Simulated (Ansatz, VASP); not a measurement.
## Ru in VASP and in Ansatz

```xyz
4
Lattice="4.1221 0.0000 0.0000 -2.0610 3.5698 0.0000 0.0000 0.0000 4.7136" Properties=species:S:1:pos:R:3 pbc="T T T"
Ru    0.0000    0.0000    1.1784
Ru    0.0000    0.0000    3.5352
Ru    0.0000    2.3799    3.5352
Ru    2.0610    1.1899    1.1784
```

Alike in both runs: functional r2SCAN; k mesh 6 × 6 × 4; occupations gaussian, width 0.1 eV; no spin polarisation.

Ansatz relaxed the structure, and its values are those at the end. VASP's run is a single point on that final structure, the one shown.

|  | VASP | Ansatz |
| --- | --- | --- |
| version | VASP 6.6.1 | Ansatz 0.2.0 |
| potentials or method | VASP PAW PBE potentials, release 64 (Ru_pv) | scalar-relativistic, plane waves, PAW |
| plane-wave cutoff (eV) | 520 | 500 |
| valence electrons in the cell | 56 | 64 |

```csv
,VASP,Ansatz,Ansatz less VASP
gap on the k mesh at the Fermi level (eV),none,none,-
pressure (GPa),1.0,0.0,-1.01
```

A gap of «none» marks a metal or a gap that the smearing closes. The functional is the same, so the differences come from potentials, cutoffs and numerics. The two sets of potentials don't hold the same shells in valence.

Caveats: the PAW data sets were made with another functional, which shifts forces and pressure a little (VASP).
